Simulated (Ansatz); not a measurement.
`CC(C)[O][GeH2][F]` → `[F][GeH3]` + `CC(C)=O` at 400 K and 1 bar (β-hydride elimination).

Isolated molecules relaxed with PBE0-D4/def2-TZVP in Ansatz; ΔE leaves out vibrations. CCSD(T)/CBS adds triple-zeta CCSD(T) − MP2 to the extrapolated MP2 energy (def2 sets, frozen cores). For Ge outer-core shells are correlated without core-valence functions, which leaves a few kJ/mol of doubt a bond. Scalar relativity is left out up to krypton. Each species was taken in one conformer, which may not be the lowest.

| species | CCSD(T)/CBS energy (Eh) | H − E (kJ/mol) | S (J/(mol·K)) |
| --- | --- | --- | --- |
| `CC(C)[O][GeH2][F]` | -2370.71156 | 346.5 | 430.5 |
| `[F][GeH3]` | -2177.72589 | 83.9 | 268.6 |
| `CC(C)=O` | -192.94016 | 245.2 | 326.6 |

H − E and S are ideal-gas, rigid-rotor, harmonic terms from PBE0-D4/def2-TZVP, for one conformer and one mirror image of each species. 1 Eh = 2625.50 kJ/mol, R = 8.31446 J/(mol·K).

Task: By hand: ΔE, ΔH, ΔS and ΔG.

Result: ΔE = (-2177.72589) + (-192.94016) − (-2370.71156) = 0.04551 Eh = 119.5 kJ/mol. Δ(H − E) = 83.9 + 245.2 − 346.5 = -17.4, so ΔH = 102.1 kJ/mol. ΔS = 268.6 + 326.6 − 430.5 = 164.7 J/(mol·K). ΔG = 102.1 − 400 × (164.7)/1000 = 36.2 kJ/mol.

Task: By hand: the equilibrium constant, and the temperature at which ΔG would vanish if ΔH and ΔS stayed fixed.

Result: log₁₀ K = −ΔG/(RT ln 10) = -4.7. ΔG = 0 at ΔH/ΔS = 620 K.

The number of gas molecules changes by +1, which sets the sign of ΔS. A doubt of 5 kJ/mol in ΔE shifts log₁₀ K by 0.7 here. Other conformers and mirror images would add mixing entropy, several J/(mol·K) or more a flexible species. Modes under 60 cm⁻¹, often nearly free rotors, make the harmonic entropy too high. These are equilibria of isolated gas molecules and say nothing of rates. Largest T1 diagnostic: 0.013 (customary marks: 0.02 for closed shells, 0.045 for open ones).
